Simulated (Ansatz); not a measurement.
Data:

NaBr:
```
CELL_PARAMETERS angstrom
      0.00000     2.96339     2.96339
      2.96339     0.00000     2.96339
      2.96339     2.96339     0.00000
ATOMIC_POSITIONS crystal
  Na 0.00000 0.00000 0.00000
  Br 0.50000 0.50000 0.50000
```

This is the PBEsol-relaxed structure.

Task: All from plane-wave PAW PBEsol (Ansatz code), unless another level is named. Predict the electron effective mass with spin–orbit coupling.

Result: 0.31 mₑ (isotropic).

Task: What about the HSE06 gap on the PBEsol cell?

Result: 5.44 eV.

Task: Give the formation energy from the elements (no fitted shifts).

Result: -1.56 eV/atom.

Task: Next, the hole effective mass, band 3 of 3 at the edge?

Result: 0.45 along [100], 0.39 along [110], 0.37 along [111] (mₑ).

Space group Fm-3m (rock salt). The cell was relaxed with PBEsol under the symmetry of its start; of distortions, only those at the zone centre were tested. The references are the lowest solids computed at this level, not always the standard phases. Spin–orbit coupling is left out wherever it is not named.

Potentials: the later of the program's two PAW sets.
